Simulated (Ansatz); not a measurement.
A run of Ansatz 0.2.0:

The input input:

```
crystal:
  lattice:
    - [3.07218072, 0.0, 0.0]
    - [0.0, 3.07218072, 0.0]
    - [0.0, 0.0, 3.07218072]
  atoms:
    - { symbol: Mn, position: [0.0, 0.0, 0.0], spin: 4.0 }
    - { symbol: Si, position: [0.5, 0.5, 0.5] }
hamiltonian:
  xc: hse06
  pseudopotentials: { kind: paw }
magnetization:
  spin_polarized: true
kpoints:
  mp_grid: { grid: [5, 5, 5] }
  band_path:
    path:
      - [[0.0, 0.0, 0.0], [0.0, 0.5, 0.0], [0.5, 0.5, 0.0], [0.0, 0.0, 0.0], [0.5, 0.5, 0.5], [0.0, 0.5, 0.0]]
      - [[0.5, 0.5, 0.0], [0.5, 0.5, 0.5]]
    npoints: 4
scf:
  occupations: { method: fermi_dirac, width: 0.05 }
  n_extra_bands: 6
output:
  forces: true
  stress: true
  eigenvalues: true
  fatbands: false
  write_density: true
  write_potential: true
  elf: true
  volumetric_format: npy
```

Hardware: 1 × NVIDIA H100 80GB HBM3 with 2 threads of AMD EPYC 7R13 Processor (Zen 3), with other jobs on the host.

Q: How long does it take, and how much memory?

A: It took 62 s on 1 × NVIDIA H100 80GB HBM3 with 2 threads of AMD EPYC 7R13 Processor (Zen 3) (shared host), peak memory 1.7 GiB. Counts: scf iterations 67, plane waves 587, k points 10, bands 16.
